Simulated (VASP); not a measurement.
# Cl: single point with PBEsol

Cl:

```
CELL_PARAMETERS angstrom
7.91046 0.00000 0.00000
0.00000 7.91046 0.00000
0.00000 0.00000 7.91046
ATOMIC_POSITIONS crystal
Cl 0.79587 0.44724 0.68992
Cl 0.55821 0.33459 0.67933
Cl 0.95024 0.97414 0.14821
Cl 0.99050 0.13689 0.94396
Cl 0.76800 0.60946 0.31001
Cl 0.97978 0.67675 0.43329
Cl 0.61635 0.91949 0.68082
Cl 0.44952 0.73404 0.72742
Cl 0.09202 0.24650 0.47072
Cl 0.28882 0.33111 0.31500
Cl 0.22646 0.71969 0.99389
Cl 0.07879 0.52978 0.96578
```

The cell was built by a generator and needn't be a form met in nature.

```
Program                : VASP 6.6.1
Task                   : single point
Functional             : PBEsol
Potentials or basis    : VASP PAW PBE potentials, release 64 (Cl)
Cutoff                 : 520 eV
k mesh                 : 1 × 1 × 1
Occupations            : fermi-dirac, width 0.05 eV
Spin                   : no spin polarisation
Dipole correction      : no
Further INCAR settings : ALGO = Normal; EDIFF = 1e-07; NBANDS = 54
```

| Item | Value |
| --- | --- |
| Pressure | -0.3 GPa |
| Largest force | 1.725 eV/Å |
| Band gap on the k mesh | 1.47 eV, direct |

Forces in eV/Å, atoms in the order of the input:
```
Cl  -1.306 -0.650  0.190
Cl   1.247  0.367  0.090
Cl   0.087  0.944 -1.074
Cl  -0.262 -0.870  1.089
Cl   0.531  0.197  0.287
Cl  -0.540  0.065 -0.467
Cl  -0.127 -0.011 -0.175
Cl   0.905  0.403 -0.520
Cl   1.321  0.588 -0.939
Cl  -1.238 -0.614  1.015
Cl   0.533  0.857  0.579
Cl  -1.152 -1.276 -0.076
```

Stress tensor (GPa, compression positive):
```
-0.71 -0.12 -0.17
-0.12  0.19  0.57
-0.17  0.57 -0.44
```

Levels at points of the mesh, in eV from the valence-band top:
```tsv
k point	band 39	band 40	band 41	band 42	band 43	band 44	band 45	band 46
(0.00, 0.00, 0.00)	-0.72	-0.63	-0.41	0.00	1.47	1.67	1.74	1.98
```

Run time: 27 s on 1 thread of Intel(R) Xeon(R) 6975P-C (Granite Rapids) (shared host), peak memory 0.45 GiB.

Caveat: the PAW data sets were made with another functional, which shifts forces and pressure a little.
